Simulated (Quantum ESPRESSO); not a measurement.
Hg2S:

```
Hg S
1.0
     0.00000    3.45307    3.45307
     3.45307    0.00000    3.45307
     3.45307    3.45307    0.00000
Hg S
2 1
Cartesian
  5.1796 5.1796 5.1796
  1.7265 1.7265 1.7265
  0.0000 0.0000 0.0000
```

The cell was built by a generator and needn't be a form met in nature.

```yaml
Program: Quantum ESPRESSO 7.5
Task: phonons
Functional: PBEsol
Potentials_or_basis: PseudoDojo 0.4.1 SR PBEsol standard
Cutoff: 898 eV
Density_cutoff: 3592 eV
k_mesh: 8 × 8 × 8
Occupations: fermi-dirac, width 0.05 eV
Spin: no spin polarisation
Mixing_beta: 0.5
Most_SCF_iterations: 120
SCF_threshold: 6e-10 Ry
```

Task: Where do the zone-centre optical modes lie?

Result: T2g at 20i cm⁻¹ (Raman); T1u at 72 cm⁻¹ (IR).

Optical modes at Γ, degenerate ones joined:
| cm⁻¹ | components | symmetry | active in |
| --- | --- | --- | --- |
| 20i | 3 | T2g | Raman |
| 72 | 3 | T1u | IR |

Caveat: some modes are imaginary; the cell is more than 3 GPa from zero pressure, which shifts response properties.
